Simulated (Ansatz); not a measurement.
This Ansatz 0.2.0 run on MnS needs a look.

input.yaml

```yaml
crystal:
  lattice:
    - [0.0, 2.4734634191, 2.4734634191]
    - [2.4734634191, 0.0, 2.4734634191]
    - [2.4734634191, 2.4734634191, 0.0]
  atoms:
    - { symbol: Mn, position: [0.0, 0.0, 0.0], spin: 4.0 }
    - { symbol: S, position: [0.75, 0.75, 0.75] }
hamiltonian:
  xc: r2scan
  pseudopotentials: { kind: paw }
magnetization:
  spin_polarized: true
kpoints:
  mp_grid: { grid: [9, 9, 9] }
  band_path:
    path:
      - [[0.0, 0.0, 0.0], [0.5, 0.0, 0.5], [0.5, 0.25, 0.75], [0.375, 0.375, 0.75], [0.0, 0.0, 0.0], [0.5, 0.5, 0.5], [0.625, 0.25, 0.625], [0.5, 0.25, 0.75], [0.5, 0.5, 0.5], [0.375, 0.375, 0.75]]
      - [[0.625, 0.25, 0.625], [0.5, 0.0, 0.5]]
    npoints: 14
scf:
  occupations: { method: fermi_dirac, width: 0.05 }
  n_extra_bands: 6
  max_iter: 1
output:
  forces: true
  stress: true
  eigenvalues: true
  fatbands: true
```

Potentials or basis: Ansatz PAW.

The run is started by

```bash
$ ansatz run input.yaml --threads 2 --pin off --max-ram 5632MiB --backend cpu --events-out ev --progress --plain --runs-dir out
```

Output:

```text
Warning: RAYON_NUM_THREADS=2 ignored (pool sized by the plan → 2); use --threads N
[... 32 lines left out ...]
spin=Collinear: Kerker preconditioning applied to the charge; magnetization (m = ρ↑ − ρ↓) channel mixes plain (no charge-response kernel on spin).
Error: did not converge after 1 iterations: dr2 = 1.10e0 (threshold 1.00e-7), under the density mixer `broyden`, which `scf.mixing.algorithm: auto` chose by the deck's other keys (type `scf.mixing.algorithm: broyden` to keep it); raise `scf.max_iter`, which need not help a stalled SCF, or adjust the mixing (`scf.mixing`) or, under a smearing, its width (`scf.occupations.width`, in either direction: another width is another result); this SCF holds its density and magnetisation to the symmetry operations that it keeps, and cannot end on a state that breaks one of them: if the state sought breaks one, re-run with `crystal.symmetry.detect: false`, without `crystal.symmetry.time_reversal: true`, on a non-collinear deck whose state breaks time reversal, with `crystal.symmetry.time_reversal: false` beside it (there exact exchange or a DFT+U term alone can polarise the run; a magnetic state wants starting moments), where the deck allows it (that run may end on another state, and need not converge either); the iterations of this SCF solved its open shells (`scf.mixing.spin_hold`): under `scf.lower_state_search: off` none does, but the run then seeks no lower state either and can end higher; this run sums exchange and correlation on more points than the dense box has (`basis.xc_grid`), where a deck that converges on the dense box may not converge: try another level (where the key is left out runs that use forces, runs that use the stress, dielectric runs by a finite field, finite-displacement phonons, runs of phonons.displacement_patterns under a GGA or a meta-GGA, phonons by method: dfpt, dielectric runs by the response, runs on support functions, runs on PAW files under a meta-GGA or a hybrid on one, runs at kind: all_electron or under a hybrid on a GGA, runs under a text's formulas of a gradient, and runs on PAW files that evaluate rPW86 or Becke's exchange or LYP's correlation can take a finer level, which can go by the root key accuracy; a number is taken as typed), or, where it is served, `1`, the dense box, on which forces and the stress change with where the atoms sit on the grid; a lower level also moves a field's Born charges, by the response (dielectric, § Limitations, in the input reference) or by a finite field; under a meta-GGA, try another mixer (`scf.mixing.algorithm: anderson`); mind that the stability of the state on which such a run converges can go unchecked at the default of `scf.lower_state_search`; see `basis.xc_grid`, Limitations
```

**Question.** Diagnose the run.

**Answer.** The calculation stopped without meeting its thresholds. The input holds a flaw that was put in on purpose: too few SCF iterations.

A sound run on the same cell differs in these lines of the main input:
```diff
@@ -24 +23,0 @@
-  max_iter: 1
```
